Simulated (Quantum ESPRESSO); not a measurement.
An input for Quantum ESPRESSO 7.5 (HfS2):

pw.in

```
&CONTROL
  calculation = 'scf'
  prefix = 'pwscf'
  outdir = './tmp'
  pseudo_dir = './pseudo'
  tprnfor = .true.
  disk_io = 'low'
/
&SYSTEM
  ibrav = 0
  celldm(1) = 8
  nat = 6
  ntyp = 2
  ecutwfc = 40
  ecutrho = 200
  nbnd = 33
  input_dft = 'revpbe'
  occupations = 'smearing'
  smearing = 'mv'
  degauss = 0.00999582
  vdw_corr = 'grimme-d3'
  dftd3_version = 4
  tot_charge = -0.1
  assume_isolated = 'esm'
  esm_bc = 'bc1'
/
&ELECTRONS
  conv_thr = 6d-09
  electron_maxstep = 150
  mixing_beta = 0.3
  mixing_mode = 'local-TF'
  tqr = .true.
/
ATOMIC_SPECIES
S     32.0600 s_pbe_v1.4.uspp.F.UPF
Hf   178.4900 hf_pbe_v1.uspp.F.UPF
CELL_PARAMETERS alat
  0.8597460607263  -0.0000000000000   0.0000000000000
 -0.4298730303632   0.7445619293869   0.0000000000000
  0.0000000000000   0.0000000000000   5.6489509070818
ATOMIC_POSITIONS crystal
S      0.6666666700    0.3333333400   -0.1863810164
Hf     0.0000000000    0.0000000000   -0.1266092898
S      0.3333333300    0.6666666600   -0.0668375632
S      0.6666666700    0.3333333400    0.0668375632
Hf     0.0000000000    0.0000000000    0.1266092898
S      0.3333333300    0.6666666600    0.1863810164
K_POINTS automatic
6 6 1 1 1 0
```

Potentials or basis: GBRV 1.5 PBE.

Launch:

```bash
$ OMP_NUM_THREADS=1 mpirun -n 2 pw.x -nk 2 -in pw.in > pw.out
```

**Question.** Does this run start?

**Answer.** The run stopped without a result. It printed:

pw.out:

```text
This program is part of the open-source Quantum ESPRESSO suite
     for quantum simulation of materials; please cite
         "P. Giannozzi et al., J. Phys.:Condens. Matter 21 395502 (2009);
         "P. Giannozzi et al., J. Phys.:Condens. Matter 29 465901 (2017);
         "P. Giannozzi et al., J. Chem. Phys. 152 154105 (2020);
     in publications or presentations arising from this work. More details at

     IMPORTANT: XC functional enforced from input :
     Exchange-correlation= REVPBE
                           (   1   4   4   4   0   0   0)
[... 136 lines left out ...]
        k(   12) = (   0.4846392  -0.2798066   0.0000000), wk =   0.1111111

     Dense  grid:    88511 G-vectors     FFT dimensions: (  32,  32, 216)

     Smooth grid:    63151 G-vectors     FFT dimensions: (  27,  27, 192)
     Real space treatment of Q(r)

"abort". This may have caused other processes in the application to be

 %%%%%%%%%%%%%%%%%%%%%%%%%%%%%%%%%%%%%%%%%%%%%%%%%%%%%%%%%%%%%%%%%%%%%%%%%%%%%%
     Error in routine esm_check (1):
     cannot have charge, when ESM-BC1
 %%%%%%%%%%%%%%%%%%%%%%%%%%%%%%%%%%%%%%%%%%%%%%%%%%%%%%%%%%%%%%%%%%%%%%%%%%%%%%
```
